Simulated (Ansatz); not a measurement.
Take InCuS$_{2}$ in the chalcopyrite structure (space group I-42d, No. 122; a = 5.5770 Å, c = 11.2344 Å) as the base. Axes: x, y, z lie along a, b, c of the conventional cell.

(Cell as relaxed with PBE.)

Levels (all Ansatz, an electronic-structure program, PAW): PBE (420 eV, no spin-orbit coupling); r2SCAN (500 eV, no spin-orbit coupling).

Each level relaxes its own structure.

```json
[
 {"base": "volume per atom", "PBE": "21.84 Å³", "r2SCAN": "21.21 Å³"},
 {"base": "lattice parameter a", "PBE": "5.577 Å", "r2SCAN": "5.522 Å"},
 {"base": "band gap", "PBE": "zero", "r2SCAN": "0.36 eV"}
]
```

Now apply this change: a pure shear with ε_yz = ε_zy = -0.0324, atoms relaxed at fixed cell.

```json
[
 {"quantity": "energy relative to the base (free energy F)", "PBE": "+11 meV/atom", "r2SCAN": "(withheld)"},
 {"quantity": "largest internal atomic displacement", "PBE": "0.049 Å", "r2SCAN": "(withheld)"},
 {"quantity": "band gap", "PBE": "zero", "r2SCAN": "(withheld)"},
 {"quantity": "shortest interatomic distance", "PBE": "2.320 Å", "r2SCAN": "(withheld)"},
 {"quantity": "pressure (mean of the normal stresses, compression positive)", "PBE": "0.0 GPa", "r2SCAN": "(withheld)"}
]
```

Task: What does r2SCAN give?

Result: 
- energy relative to the base (free energy F), r2SCAN: +11 meV/atom
- largest internal atomic displacement, r2SCAN: 0.053 Å
- band gap, r2SCAN: 0.26 eV
- shortest interatomic distance, r2SCAN: 2.307 Å
- pressure (mean of the normal stresses, compression positive), r2SCAN: 0.0 GPa

They disagree on the band gap; PBE's shortest interatomic distance lies 0.0136 Å above r2SCAN's (0.6 %); the two agree on the energy relative to the base and pressure. Neither level is exact; r2SCAN is the comparison here, not a measurement.

The cells carry an imposed strain or load. No phonon test of stability was made. The final runs are not spin-polarised. Gaps under 0.05 eV, about the width of the smearing, are given as zero. The zero or small gap of InCuS2 and InCuS2 under tensor shear ε_yz = −3.24 % can change with the level of theory.
